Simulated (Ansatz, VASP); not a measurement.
## InSb in VASP and in Ansatz

INCAR

```
SYSTEM = InSb
PREC = Accurate
ENCUT = 520
EDIFF = 1E-8
ISMEAR = -1
SIGMA = 0.05
LREAL = .FALSE.
LASPH = .TRUE.
NELM = 80
ALGO = Normal
ISIF = 2
LWAVE = .FALSE.
LCHARG = .FALSE.
GGA = PS
LEFG = .TRUE.
NBANDS = 16
```

Contents of KPOINTS:

```
regular mesh
0
G
  9 9 9
  0 0 0
```

Contents of POSCAR:

```
InSb
1.0
    0.0000000000      3.2391000000      3.2714910000
    3.2391000000      0.0000000000      3.2714910000
    3.2391000000      3.2391000000      0.0000000000
In Sb
1 1
Direct
    0.0000000000      0.0000000000      0.0000000000
    0.7500000000      0.7500000000      0.7500000000
```

Input for Ansatz:

```yaml
crystal:
  lattice:
    - [0.0, 3.2391, 3.271491]
    - [3.2391, 0.0, 3.271491]
    - [3.2391, 3.2391, 0.0]
  atoms:
    - { symbol: In, position: [0.0, 0.0, 0.0] }
    - { symbol: Sb, position: [0.75, 0.75, 0.75] }
kpoints:
  mp_grid: { grid: [9, 9, 9] }
scf:
  occupations: { method: fermi_dirac, width: 0.05 }
hamiltonian:
  xc: pbesol
  pseudopotentials: { kind: paw }
output:
  forces: true
  stress: true
  eigenvalues: true
  efg: { contact_densities: true }
```

Change from the starting cell: zz strain of +1 %, PAW files.

Alike in both runs: task electric field gradients; functional PBEsol; k mesh 9 × 9 × 9; occupations fermi-dirac, width 0.05 eV; no spin polarisation.

|  | VASP | Ansatz |
| --- | --- | --- |
| version | VASP 6.6.1 | Ansatz 0.2.0 |
| potentials or method | VASP PAW PBE potentials, release 64 (In_d, Sb) | PAW with Ansatz's default frozen-core files, scalar-relativistic |
| plane-wave cutoff (eV) | 520 | 420 |
| valence electrons in the cell | 18 | 28 |

|  | VASP | Ansatz | Ansatz less VASP |
| --- | --- | --- | --- |
| pressure (GPa) | 0.4 | 0.4 | -0.02 |
| largest component of the traceless stress (GPa) | 0.18 | 0.18 | 0.000 |
| Vzz of the field gradient on the site that differs most (V/Å²) | 2.3 | 2.5 | +0.23 |

The two sets of potentials don't hold the same shells in valence. Ansatz warned: «gradients_without_spin_orbit».

Caveats: the PAW data sets were made with another functional, which shifts forces and pressure a little (VASP). Spin-orbit coupling is left out, which matters for the levels of Sb.
